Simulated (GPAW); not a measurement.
Crystal: Ge.

```
Ge
1.0
     1.48805   -2.59469    0.00000
     1.48805    2.59469    0.00000
     0.00000    0.00000    4.72760
Ge
2
Direct
  0.33345 0.66655 0.25000
  0.66655 0.33345 0.75000
```

This isn't the form of Ge at room conditions, which is diamond.

```yaml
Program: GPAW 26.7.0
Task: relaxation of cell and atoms
Functional: PBEsol
Potentials_or_basis: PAW data sets generated in the run's folder for this functional
Cutoff: 600 eV
Basis: pw
k_mesh: 10 × 10 × 6
Occupations: fermi-dirac, width 0.05 eV
Spin: no spin polarisation
```

At the start: pressure 0.2 GPa; volume 18.25 Å³/atom.

Q: Where does the relaxation end?

A: Over 9 steps the energy falls by 3.2 meV/atom and the volume is 18.24 Å³/atom (-0.1 %); space group Cmcm (No. 63, to 0.05 Å).

The path:
| step | energy change (eV) | largest force (eV/Å) | pressure (GPa) | volume (Å³) |
| --- | --- | --- | --- | --- |
| 1 | 0.0000 | 0.0007 | 0.18 | 36.51 |
| 2 | -0.0006 | 0.0006 | 0.14 | 36.52 |
| 3 | -0.0054 | 0.0053 | -0.40 | 36.70 |
| 4 | -0.0055 | 0.0051 | -0.28 | 36.65 |
| 5 | -0.0056 | 0.0053 | -0.20 | 36.61 |
| 6 | -0.0059 | 0.0066 | 0.09 | 36.46 |
| 7 | -0.0059 | 0.0068 | 0.10 | 36.46 |
| 8 | -0.0063 | 0.0095 | 0.13 | 36.43 |
| 9 | -0.0063 | 0.0084 | 0.04 | 36.47 |

Final structure:
```cif
data_structure
_symmetry_space_group_name_H-M 'P 1'
_symmetry_Int_Tables_number 1
_cell_length_a 2.9738
_cell_length_b 2.9738
_cell_length_c 4.8099
_cell_angle_alpha 90.000
_cell_angle_beta 90.000
_cell_angle_gamma 120.966
_cell_volume 36.47
loop_
_atom_site_label
_atom_site_type_symbol
_atom_site_fract_x
_atom_site_fract_y
_atom_site_fract_z
_atom_site_occupancy
Ge1 Ge 0.33403 0.66597 0.25000 1
Ge2 Ge 0.66597 0.33403 0.75000 1
```

Caveat: later steps reuse the first step's grids.
